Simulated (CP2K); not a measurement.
PbF2 (Fluorocronite):

```
Pb F
1.0
     4.19125    0.00000    0.00000
     2.09562    3.62973    0.00000
     2.09562    1.20991    3.42214
Pb F
1 2
Direct
  0.00000 0.00000 0.00000
  0.75000 0.75000 0.75000
  0.25000 0.25000 0.25000
```

Base run:

* Program: CP2K 2026.2
* Functional: PBE
* Potentials or basis: POTENTIAL_UZH Pb GTH-PBE-q4, F GTH-PBE-q7; TZVP-MOLOPT-PBE-GTH basis
* Density cutoff: 14966 eV
* k mesh: 8 × 8 × 8
* Occupations: fermi-dirac, width 0.05 eV
* Spin: no spin polarisation

Its results: band gap on the k mesh 4.33 eV, indirect (least direct gap 4.49 eV); pressure 3.5 GPa.

**Question.** After a change of settings the same cell gave: band gap on the k mesh 4.58 eV, indirect (least direct gap 4.75 eV); pressure 6.2 GPa. Which change was it?
A. functional from PBE to LDA
B. functional from PBE to vdW-DF-cx
C. functional from PBE to vdW-DF2
D. functional from PBE to rev-vdW-DF2

**Answer.** C.

Caveats: spin-orbit coupling is left out, which as a rule narrows the gap of such compounds by several tenths of an eV; the basis of atomic orbitals isn't converged, which shifts pressures, moduli and gaps; the potentials were made for another functional, which shifts forces and pressure (some runs).
